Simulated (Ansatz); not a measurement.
# How far is PAW off for AgCl?

```yaml
crystal:
  lattice:
    - [4.29818, 0.00000, 0.00000]
    - [-2.14909, 3.72233, 0.00000]
    - [0.00000, 0.00000, 6.94589]
  atoms:
    - { symbol: Ag, position: [0.33333, 0.66667, 0.99860] }
    - { symbol: Ag, position: [0.66667, 0.33333, 0.49860] }
    - { symbol: Cl, position: [0.33333, 0.66667, 0.37740] }
    - { symbol: Cl, position: [0.66667, 0.33333, 0.87740] }
```

Atom numbers follow the list: Ag1, Ag2, Cl3, Cl4.

The cell was built from the wurtzite type and relaxed in the same program, and has space group P6_3mc; it needn't be a known or the stable phase.

All numbers are computed: DFT, PBE, PAW with Ansatz's default frozen-core files, scalar-relativistic (Ansatz 0.2.0); DFT, PBE, all-electron PAW with datasets made for the crystal, scalar-relativistic (Ansatz 0.2.0); DFT, PBE, all-electron LAPW, scalar-relativistic (Ansatz 0.2.0).

For PAW: a Γ-centred 11×11×6 k mesh, Fermi–Dirac smearing of 0.05 eV, cutoff 420 eV, no spin polarisation. The crystal-made all-electron datasets (AE datasets) take a cutoff of 240 eV at this cell. LAPW targets a basis error of 0.5 meV/atom. The Ansatz runs share mesh, smearing and spin set-up. Plane-wave (PAW) pressures include the program's estimate of the Pulay term.

Stress and pressure are positive in compression.

Spin–orbit coupling is left out, which moves gradients at and beside heavy atoms by some per cent and at worst by a factor of two.

Levels count from the top of the valence band.

```tsv
quantity	PAW	AE datasets	LAPW
pressure (GPa)	0.04	0.05	0.05
band gap (eV)	1.306	1.307	1.307
highest filled level at M (eV)	-0.569	-0.568	-0.568
lowest empty level at M (eV)	3.939	3.940	3.940
highest filled level at L (eV)	-0.878	-0.878	-0.878
lowest empty level at L (eV)	4.330	4.332	4.332
highest filled level at A (eV)	-0.268	-0.268	-0.268
lowest empty level at A (eV)	2.732	2.733	2.733
field gradient Vzz at Ag1 (10²¹ V/m²)	0.32	0.32	–
field gradient Vzz at Cl3 (10²¹ V/m²)	-0.29	-0.28	–
```

PAW's pressure differs from the LAPW value by about 0.01 GPa or less.
